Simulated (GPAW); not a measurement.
# CsI (Pm-3m) in GPAW: convergence with grid spacing (A)

Aim: find how far grid spacing (A) must go before the results for CsI settle, at PBE. This setting moves, with any that are tied to it; all else stays.

All numbers are computed with GPAW 26.7.0; they aren't measurements. Logs are shortened: lines on timing, memory, paths and dates and some standing lists are left out, and cuts for length are marked. The log counts tension as positive stress, the text compression.

### 1 The crystal as given

It takes space group Pm-3m (No. 221, cubic). Conventional cell: a = 4.567 Å, b = 4.567 Å, c = 4.567 Å, α = 90.00°, β = 90.00°, γ = 90.00°. Around Cs (site symmetry m-3m) lie 8 I at 3.95 Å. I (site symmetry m-3m) has 8 Cs at 3.95 Å as nearest neighbours.

### 2 With grid spacing (A) 0.26

The input, run.py:

```python
from ase import Atoms
from ase.dft.bandgap import bandgap
from ase.io import write
from gpaw import GPAW

atoms = Atoms(['Cs', 'I'],
              cell=[[4.5667, 0.0, 0.0],
                    [0.0, 4.5667, 0.0],
                    [0.0, 0.0, 4.5667]],
              scaled_positions=[[0.0, 0.0, 0.0],
                                [0.5, 0.5, 0.5]],
              pbc=True)

calc = GPAW(mode='fd',
            h=0.26,
            xc='PBE',
            kpts={'size': (6, 6, 6), 'gamma': True},
            occupations={'name': 'fermi-dirac', 'width': 0.05},
            nbands=16,
            convergence={'density': 1e-05, 'energy': 1e-05},
            maxiter=100,
            txt='gpaw.txt')
atoms.calc = calc
energy = atoms.get_potential_energy()
forces = atoms.get_forces()
calc.write('gs.gpw')
write('result.traj', atoms)
print(f'Energy: {energy:.6f} eV')
print('Forces (eV/A):')
print(forces.round(4))
print('Fermi level:', round(calc.get_fermi_level(), 4), 'eV')
print(f'Gap: {bandgap(calc)[0]:.4f} eV, direct: {bandgap(calc, direct=True)[0]:.4f} eV')
```

Potentials or basis: GPAW PAW data sets (gpaw-data 1.2.1), fd.

The run is started by

```
$ OMP_NUM_THREADS=1 python run.py
```

It took 14 s on 1 thread of Intel Xeon Platinum 8259CL at 2.50GHz (Skylake/Cascade Lake), shared host; peak memory 0.16 GiB.

Results:

* Free energy: -5.2076 eV
* Band gap on the k mesh: 3.89 eV, indirect (least direct gap 3.98 eV)

### 3 With grid spacing (A) 0.23

Changes to run.py since step 2:

```diff
@@ -14,3 +14,3 @@
 calc = GPAW(mode='fd',
-            h=0.26,
+            h=0.23,
             xc='PBE',
```

Potentials or basis: GPAW PAW data sets (gpaw-data 1.2.1), fd.

The run is started by

```
$ OMP_NUM_THREADS=1 python run.py
```

Wall time 25 s (1 thread of Intel Xeon Platinum 8259CL at 2.50GHz (Skylake/Cascade Lake), shared host); peak memory 0.2 GiB.

Results:

```yaml
Free_energy: -5.3396 eV
Band_gap_on_the_k_mesh: 3.89 eV, indirect (least direct gap 3.98 eV)
```

### 4 With grid spacing (A) 0.2

Changes to run.py since step 3:

```diff
@@ -14,3 +14,3 @@
 calc = GPAW(mode='fd',
-            h=0.23,
+            h=0.2,
             xc='PBE',
```

The run is started by

```
$ OMP_NUM_THREADS=1 python run.py
```

Wall time 38 s (1 thread of Intel Xeon Platinum 8259CL at 2.50GHz (Skylake/Cascade Lake), shared host); peak memory 0.26 GiB.

Results (log left out):

```
Free energy            : -5.3797 eV
Band gap on the k mesh : 3.89 eV, indirect (least direct gap 3.98 eV)
```

### 5 With grid spacing (A) 0.18

Changes to run.py since step 4:

```diff
@@ -14,3 +14,3 @@
 calc = GPAW(mode='fd',
-            h=0.2,
+            h=0.18,
             xc='PBE',
```

The run is started by

```
$ OMP_NUM_THREADS=1 python run.py
```

Run time: 38 s. Hardware: 1 thread of Intel Xeon Platinum 8259CL at 2.50GHz (Skylake/Cascade Lake), shared host; peak memory 0.26 GiB.

The run converged. Its results:

```yaml
Free_energy: -5.3797 eV
Band_gap_on_the_k_mesh: 3.89 eV, indirect (least direct gap 3.98 eV)
```

### 6 With grid spacing (A) 0.16

Changes to run.py since step 5:

```diff
@@ -14,3 +14,3 @@
 calc = GPAW(mode='fd',
-            h=0.18,
+            h=0.16,
             xc='PBE',
```

Potentials or basis: GPAW PAW data sets (gpaw-data 1.2.1), fd.

The run is started by

```
$ OMP_NUM_THREADS=1 python run.py
```

It took 68 s on 1 thread of Intel Xeon Platinum 8259CL at 2.50GHz (Skylake/Cascade Lake), shared host; peak memory 0.34 GiB.

The run converged. Its results:

| Property | Result |
| --- | --- |
| Free energy | -5.3910 eV |
| Band gap on the k mesh | 3.89 eV, indirect (least direct gap 3.98 eV) |

### 7 With grid spacing (A) 0.14

Changes to run.py since step 6:

```diff
@@ -14,3 +14,3 @@
 calc = GPAW(mode='fd',
-            h=0.16,
+            h=0.14,
             xc='PBE',
```

The run is started by

```
$ OMP_NUM_THREADS=1 python run.py
```

Wall time 1.8 min (1 thread of Intel Xeon Platinum 8259CL at 2.50GHz (Skylake/Cascade Lake), shared host); peak memory 0.45 GiB.

The run converged. Its results:

- Free energy: -5.3943 eV
- Band gap on the k mesh: 3.89 eV, indirect (least direct gap 3.98 eV)

### 8 With grid spacing (A) 0.12

Changes to run.py since step 7:

```diff
@@ -14,3 +14,3 @@
 calc = GPAW(mode='fd',
-            h=0.14,
+            h=0.12,
             xc='PBE',
```

Potentials or basis: GPAW PAW data sets (gpaw-data 1.2.1), fd.

The run is started by

```
$ OMP_NUM_THREADS=1 python run.py
```

gpaw.txt:

```text
__  _  _
 | _ |_)|_||  |
 |__||  | ||/\| - 26.7.0

Input parameters:
  mode=FD(),
  convergence={'density': 1e-05, 'energy': 1e-05},
  h=0.12,
  kpts=MonkhorstPack(size=(6, 6, 6), gamma=True),
  maxiter=100,
  nbands=16,
  occupations=Occupations(name='fermi-dirac', width=0.05),
  xc=XC(name='PBE')

Diagonalizing LCAO Hamiltonian
Converting LCAO to fd mode
    .----------.
   /|          |
  / |          |
 *  |          |
 |  |   I      |
 |  |          |
 |  .----------.
 | /          /
 |/          /
 Cs---------*

Atoms  # Å, Bohr magnetons
|   | symbol |        x |        y |        z |    initial magnetic moments |
|---|--------|----------|----------|----------|-----------------------------|
| 0 |     Cs | 0.000000 | 0.000000 | 0.000000 | ( 0.0000,  0.0000,  0.0000) |
| 1 |      I | 2.283350 | 2.283350 | 2.283350 | ( 0.0000,  0.0000,  0.0000) |

Unit cell  # Å
| periodic |        x |        y |        z |  lengths |    angles |
|----------|----------|----------|----------|----------|-----------|
|      yes | 4.566700 | 0.000000 | 0.000000 | 4.566700 | 90.000000 |
|      yes | 0.000000 | 4.566700 | 0.000000 | 4.566700 | 90.000000 |
|      yes | 0.000000 | 0.000000 | 4.566700 | 4.566700 | 90.000000 |

Number of symmetries: 48
Symmetry operations  # r_c * U_cc + t_c -> r_c
|    | kind |            matrix            |
|----|------|------------------------------|
|  0 |  E   |  1, 0, 0,  0, 1, 0,  0, 0, 1 |
|  1 |  σ   |  1, 0, 0,  0, 1, 0,  0, 0,-1 |
|  2 |  σ   |  1, 0, 0,  0, 0, 1,  0, 1, 0 |
|  3 |  C4  |  1, 0, 0,  0, 0, 1,  0,-1, 0 |
|  4 |  C4  |  1, 0, 0,  0, 0,-1,  0, 1, 0 |
|  5 |  σ   |  1, 0, 0,  0, 0,-1,  0,-1, 0 |
|  6 |  σ   |  1, 0, 0,  0,-1, 0,  0, 0, 1 |
|  7 |  C2  |  1, 0, 0,  0,-1, 0,  0, 0,-1 |
|  8 |  σ   |  0, 1, 0,  1, 0, 0,  0, 0, 1 |
|  9 |  C2  |  0, 1, 0,  1, 0, 0,  0, 0,-1 |
| 10 |  C3  |  0, 1, 0,  0, 0, 1,  1, 0, 0 |
| 11 |  S6  |  0, 1, 0,  0, 0, 1, -1, 0, 0 |
| 12 |  S6  |  0, 1, 0,  0, 0,-1,  1, 0, 0 |
| 13 |  C3  |  0, 1, 0,  0, 0,-1, -1, 0, 0 |
| 14 |  C4  |  0, 1, 0, -1, 0, 0,  0, 0, 1 |
| 15 |  S4  |  0, 1, 0, -1, 0, 0,  0, 0,-1 |
| 16 |  C3  |  0, 0, 1,  1, 0, 0,  0, 1, 0 |
| 17 |  S6  |  0, 0, 1,  1, 0, 0,  0,-1, 0 |
| 18 |  σ   |  0, 0, 1,  0, 1, 0,  1, 0, 0 |
| 19 |  C4  |  0, 0, 1,  0, 1, 0, -1, 0, 0 |
| 20 |  C2  |  0, 0, 1,  0,-1, 0,  1, 0, 0 |
| 21 |  S4  |  0, 0, 1,  0,-1, 0, -1, 0, 0 |
| 22 |  S6  |  0, 0, 1, -1, 0, 0,  0, 1, 0 |
| 23 |  C3  |  0, 0, 1, -1, 0, 0,  0,-1, 0 |
| 24 |  S6  |  0, 0,-1,  1, 0, 0,  0, 1, 0 |
| 25 |  C3  |  0, 0,-1,  1, 0, 0,  0,-1, 0 |
| 26 |  C4  |  0, 0,-1,  0, 1, 0,  1, 0, 0 |
| 27 |  σ   |  0, 0,-1,  0, 1, 0, -1, 0, 0 |
| 28 |  S4  |  0, 0,-1,  0,-1, 0,  1, 0, 0 |
| 29 |  C2  |  0, 0,-1,  0,-1, 0, -1, 0, 0 |
| 30 |  C3  |  0, 0,-1, -1, 0, 0,  0, 1, 0 |
| 31 |  S6  |  0, 0,-1, -1, 0, 0,  0,-1, 0 |
| 32 |  C4  |  0,-1, 0,  1, 0, 0,  0, 0, 1 |
| 33 |  S4  |  0,-1, 0,  1, 0, 0,  0, 0,-1 |
| 34 |  S6  |  0,-1, 0,  0, 0, 1,  1, 0, 0 |
| 35 |  C3  |  0,-1, 0,  0, 0, 1, -1, 0, 0 |
| 36 |  C3  |  0,-1, 0,  0, 0,-1,  1, 0, 0 |
| 37 |  S6  |  0,-1, 0,  0, 0,-1, -1, 0, 0 |
| 38 |  σ   |  0,-1, 0, -1, 0, 0,  0, 0, 1 |
| 39 |  C2  |  0,-1, 0, -1, 0, 0,  0, 0,-1 |
| 40 |  σ   | -1, 0, 0,  0, 1, 0,  0, 0, 1 |
| 41 |  C2  | -1, 0, 0,  0, 1, 0,  0, 0,-1 |
| 42 |  C2  | -1, 0, 0,  0, 0, 1,  0, 1, 0 |
| 43 |  S4  | -1, 0, 0,  0, 0, 1,  0,-1, 0 |
| 44 |  S4  | -1, 0, 0,  0, 0,-1,  0, 1, 0 |
| 45 |  C2  | -1, 0, 0,  0, 0,-1,  0,-1, 0 |
| 46 |  C2  | -1, 0, 0,  0,-1, 0,  0, 0, 1 |
| 47 |  i   | -1, 0, 0,  0,-1, 0,  0, 0,-1 |

BZ-sampling:
  Number of BZ points: 216
  Number of IBZ points: 20

  Monkhorst-Pack size: [6, 6, 6]
  Monkhorst-Pack shift: [0.08333333333333333, 0.08333333333333333, 0.08333333333333333]

K-points  # in reciprocal-cell coordinates
|     |                                coordinates |     weight |
|-----|--------------------------------------------|------------|
|   0 | (  0.00000000,   0.00000000,   0.00000000) | 0.00462963 |
|   1 | (  0.16666667,   0.00000000,   0.00000000) | 0.02777778 |
|   2 | (  0.16666667,   0.16666667,   0.00000000) | 0.05555556 |
|   3 | (  0.16666667,   0.16666667,   0.16666667) | 0.03703704 |
|   4 | (  0.33333333,   0.00000000,   0.00000000) | 0.02777778 |
|   5 | (  0.33333333,   0.16666667,   0.00000000) | 0.11111111 |
|   6 | (  0.33333333,   0.16666667,   0.16666667) | 0.11111111 |
|   7 | (  0.33333333,   0.33333333,   0.00000000) | 0.05555556 |
|   8 | (  0.33333333,   0.33333333,   0.16666667) | 0.11111111 |
|   9 | (  0.33333333,   0.33333333,   0.33333333) | 0.03703704 |
| ... |                                            |            |
|  19 | (  0.50000000,   0.50000000,   0.50000000) | 0.00462963 |

Uniform wave function grid shape: (np.int64(40), np.int64(40), np.int64(40))
Spin-components: 1 (collinear spins)
Bands:           16
Projectors:      10
Spin-degeneracy: 2
Datatype:        complex128

Parallelization:
  kpt:    1
  domain: 1
  band:   1

Density:
  Valence electrons: 16.0
  Components: 1
  Grid points: [40 40 40]
  Charge: 0.0  # |e|

Potential:
  Grid points: [40 40 40]

species:
  Cs:
    name:    Caesium
    Z:       55.0
    valence: 9
    core:    46
    charge:  0.0  # [|e|]
    compensation charges:
      type: gauss
      rc: 0.33  # [Å]
      lmax: 2
    cutoffs:
      filter: 2.06  # [Å]
      core: 2.51  # [Å]
    projectors
    | kind |    occ | energy [eV] | rcut [Å] |
    |------|--------|-------------|----------|
    |   5s |  2.000 |     -26.706 |    1.164 |
    |   6s |  1.000 |      -2.085 |    1.164 |
    |   5p |  6.000 |     -13.523 |    1.058 |
    |    p |        |      13.688 |    1.058 |
    |    d |        |       0.000 |    1.058 |

    Using partial waves for Cs as LCAO basis

  I:
    name:    Iodine
    Z:       53.0
    valence: 7
    core:    46
    charge:  0.0  # [|e|]
    compensation charges:
      type: gauss
      rc: 0.37  # [Å]
      lmax: 2
    cutoffs:
      filter: 2.06  # [Å]
      core: 2.90  # [Å]
    projectors
    | kind |    occ | energy [eV] | rcut [Å] |
    |------|--------|-------------|----------|
    |   5s |  2.000 |     -17.382 |    1.164 |
    |   5p |  5.000 |      -7.088 |    1.164 |
    |    s |        |       9.829 |    1.164 |
    |    p |        |      20.123 |    1.164 |
    |    d |        |       0.000 |    1.164 |

    Using partial waves for I as LCAO basis

Reference energy: -405340.872152  # eV

eigensolver:
  PPCG
  Converge bands: occupied
  niter=2

density mixing:
  MSR1-Mixer
  Pratt-step length: 0.05
  Maximum mixing coefficient: 0.75
  Old densities: 10
  SVD Regularization: 0.005
  Good broyden scale: 1.0
  Trust region scale: 1.0
  Backstep threshold: 4.0
  History deletion threshold: 6.0
  Fourier metric: weight=20.0, sigma=0.015

occupation numbers:
  Fermi-Dirac:
    width: 0.0500  # eV

FastPoissonSolver using
    Stencil: 6*3+1=19 point O(h^6) finite-difference Laplacian
    FFT axes: [np.int64(0), np.int64(1), np.int64(2)]
    FST axes: []

xc functional:
  name: PBE with 2 nearest neighbor stencil
interpolation: tri-quintic # 5. degree polynomial

convergence criteria:
[... 6 lines left out ...]
|iter     | |      energy | eigst |  dens |
|---------|-|-------------|-------|-------|
|iter:   1| |   -5.598032 | +0.96 |       |
|iter:   2| |   -5.591112 | -0.06 | -1.26 |
|iter:   3| |   -5.413189 | -0.75 | -1.31 |
|iter:   4| |   -5.396803 | -0.93 | -1.65 |
|iter:   5| |   -5.397745 | -1.48 | -1.96 |
|iter:   6| |   -5.398116 | -2.43 | -2.72 |
|iter:   7| |   -5.398185 | -3.04 | -3.11 |
|iter:   8| |   -5.398195c| -3.66 | -3.91 |
|iter:   9| |   -5.398197c| -4.18 | -4.43 |
|iter:  10| |   -5.398198c| -4.70 | -4.76 |
|iter:  11| |   -5.398198c| -5.17 | -4.94 |
|iter:  12| |   -5.398198c| -5.68 | -5.64c|
|iter:  13| |   -5.398198c| -6.10 | -5.48c|
|iter:  14| |   -5.398198c| -6.60 | -5.34c|
|iter:  15| |   -5.398198c| -7.04 | -5.71c|
|iter:  16| |   -5.398198c| -7.49c| -6.59c|

Converged in 16 steps
Energy contributions relative to reference atoms: (reference = -405340.872152)

Energy contributions:
  Kinetic:           8.600658
  Coulomb:          -7.904162
  Zero:             -0.048479
  External:          0.000000
  Xc:               -6.046216
  Entropy:          -0.000000
  Spinorbit:         0.000000
  ----------------------------
  Free energy:      -5.398198
  Extrapolated:     -5.398198

dipole moment: (-25.683960, -25.683960, -25.683960)  # |e|*Ang

Fermi level: 4.268
Eigenvalues  # (at kpt = [0.000, 0.000, 0.000])
| band index |      eig [eV] | occ [0-2] |
|------------|---------------|-----------|
|          0 |       -17.769 |     2.000 |
|          1 |        -8.039 |     2.000 |
|          2 |        -4.500 |     2.000 |
|          3 |        -4.500 |     2.000 |
|          4 |        -4.500 |     2.000 |
|          5 |         2.504 |     2.000 |
[... 8 lines left out ...]
|         14 |        15.388 |     0.000 |
|         15 |        18.862 |     0.000 |

Gap: 3.893 eV
Transition (v -> c):
  (s=0, k=16, n=7, [0.50, 0.50, 0.00]) -> (s=0, k=0, n=8, [0.00, 0.00, 0.00])
Direct/indirect transitions are different
Direct gap: 3.981 eV
Transition at: (s=0, k=0, n=7, [0.00, 0.00, 0.00])

Forces  # eV/Ang
|       x |       y |        z |
|---------|---------|----------|
| 0.00000 | 0.00000 | -0.00000 |  # Cs   0
| 0.00000 | 0.00000 |  0.00000 |  # I    1

# Writing to gs.gpw (mode='')
```

stdout:

```text
Energy: -5.398198 eV
Forces (eV/A):
[[ 0.  0. -0.]
 [ 0.  0.  0.]]
Fermi level: 4.2682 eV
Gap: 3.8929 eV, direct: 3.9810 eV
```

It took 3.9 min on 1 thread of Intel Xeon Platinum 8259CL at 2.50GHz (Skylake/Cascade Lake), shared host; peak memory 0.78 GiB.

What came out:

| Quantity | Value |
| --- | --- |
| Free energy | -5.3982 eV |
| Band gap on the k mesh | 3.89 eV, indirect (least direct gap 3.98 eV) |

### 9 The series at a glance

```csv
grid spacing (A),"energy less the tightest run, at zero smearing (meV/atom)",SCF cycles,CPU time (s),peak memory (GiB)
0.26,95.32,11,14,0.16
0.23,29.32,12,25,0.2
0.2,9.25,11,38,0.26
0.18,9.25,11,38,0.26
0.16,3.62,13,68,0.34
0.14,1.93,13,110,0.45
0.12,0.00,16,230,0.78
```

Not settled before the last step: the energy (to 1 meV/atom). The tightest run that finished is the yardstick and may itself not be fully converged.

Caveats: the real-space grid adds noise to forces; spin-orbit coupling is left out, which moves the levels of the heavy elements.
